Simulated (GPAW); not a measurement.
Consider KBr (Fm-3m).

```cif
data_structure
_symmetry_space_group_name_H-M 'P 1'
_symmetry_Int_Tables_number 1
_cell_length_a 4.6669
_cell_length_b 4.6669
_cell_length_c 4.6669
_cell_angle_alpha 60.000
_cell_angle_beta 60.000
_cell_angle_gamma 60.000
_cell_volume 71.87
loop_
_atom_site_label
_atom_site_type_symbol
_atom_site_fract_x
_atom_site_fract_y
_atom_site_fract_z
_atom_site_occupancy
Br1 Br 0.50000 0.50000 0.50000 1
K2 K 0.00000 0.00000 0.00000 1
```

Absorber: atom 2, with 6 Br at 3.30 Å (octahedral, site symmetry m-3m). Method: GPAW, PBE, full core hole (charged cell), 8-atom cell with 6.6 Å between holes, 3×3×3 k points, dipole transitions, Gaussian full width 0.9 eV up to 4 eV, rising linearly to 3.5 eV at 25 eV.

**Question.** What does the K K edge look like?

Main maxima up to 30 eV above the zero (height): 1.7 eV (0.89), 3.4 eV (1.61), 5.3 eV (1.84), 6.8 eV (2.01), 16.7 eV (1.39) and 23.9 eV (1.01). A K edge sees empty p states on the absorber. The total-energy difference plus the lowest empty eigenvalue puts the zero at 3623.78 eV. One term is added: -19.86 eV, since the hole is spin-paired here and a spin-polarised one costs that much less in the free atom (computed apart). The photon energy is then 3603.92 eV. The tabulated edge of the element is 3608.4 eV. The functional and the charged cell's background leave an error of a few eV in such absolute values.

The K K spectrum (energy from the lowest empty level; intensity scaled to a mean of 1 over the first 20 eV):

```csv
E (eV),intensity
-2.0,0.00
-1.4,0.00
-0.8,0.00
-0.2,0.00
0.4,0.03
1.0,0.25
1.6,0.87
2.2,0.50
2.8,0.91
3.4,1.61
4.0,0.99
4.6,1.01
5.2,1.83
5.8,1.57
6.4,1.81
7.0,1.95
7.6,1.51
8.2,1.27
8.8,0.83
9.4,0.49
10.0,0.51
10.6,0.65
11.2,0.74
11.8,0.75
12.4,0.71
13.0,0.65
13.6,0.62
14.2,0.68
14.8,0.85
15.4,1.10
16.0,1.31
16.6,1.39
17.2,1.36
17.8,1.26
18.4,1.14
19.0,1.03
19.6,0.93
20.2,0.84
20.8,0.79
21.4,0.80
22.0,0.85
22.6,0.93
23.2,0.99
23.8,1.01
24.4,1.00
25.0,0.98
25.6,0.97
26.2,0.97
26.8,0.98
27.4,0.99
28.0,0.99
28.6,0.98
29.2,0.99
29.8,0.99
30.4,1.00
31.0,0.99
31.6,0.97
```

The mesh is coarse (0.32 Å⁻¹ between points), so small maxima may be mesh ripples. The structure is a published determination, not relaxed.

[Banner, clock and machine lines of the logs are left out without a mark of their own.]

[Logs are printed without paths, hosts, clocks, repeated set-up lines and the standing remarks that a program may print on its own settings, such as how far it seeks lower states.]

[Hosts, paths, dates, database ids (printed as entryN), source tags and the programs' standing remarks are cut or masked in the printed files.]

[Lists of maxima count a maximum above −3 eV only where it reaches 4 % of the highest in the window and stands out from its surroundings by 2 % of it (1.5 % where it reaches 55 %); shoulders and weaker maxima are passed over, and of the rest the first, up to two pre-edge ones and the few strongest are named.]
